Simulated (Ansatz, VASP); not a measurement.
Two plane-wave programs on SiNi3

```
Si Ni
1.0
     3.45367    0.00000    0.00000
     0.00000    3.45367    0.00000
     0.00000    0.00000    3.45367
Si Ni
1 3
Direct
  0.00000 0.00000 0.00000
  0.00000 0.50000 0.50000
  0.50000 0.00000 0.50000
  0.50000 0.50000 0.00000
```

Change from the starting cell: equal strain along all axes, cell held, atoms relaxed: -1.5 %.

Alike in both runs: task single point; functional PBE; k mesh 14 × 14 × 14; occupations gaussian, width 0.1 eV; no spin polarisation.

```csv
,VASP,Ansatz
version,VASP 6.6.1,Ansatz 0.2.0
potentials or method,"VASP PAW PBE potentials, release 64 (Si, Ni)","scalar-relativistic, plane waves, PAW"
plane-wave cutoff (eV),520,420
valence electrons in the cell,34,58
```

```csv
,VASP,Ansatz,Ansatz less VASP
gap on the k mesh at the Fermi level (eV),none,none,-
pressure (GPa),10.7,10.8,+0.09
```

A gap of «none» marks a metal or a gap that the smearing closes. The functional is the same, so the differences come from potentials, cutoffs and numerics. The two sets of potentials don't hold the same shells in valence.

Spin polarisation is off, so any magnetic state and its effect on volume and gap are missing.
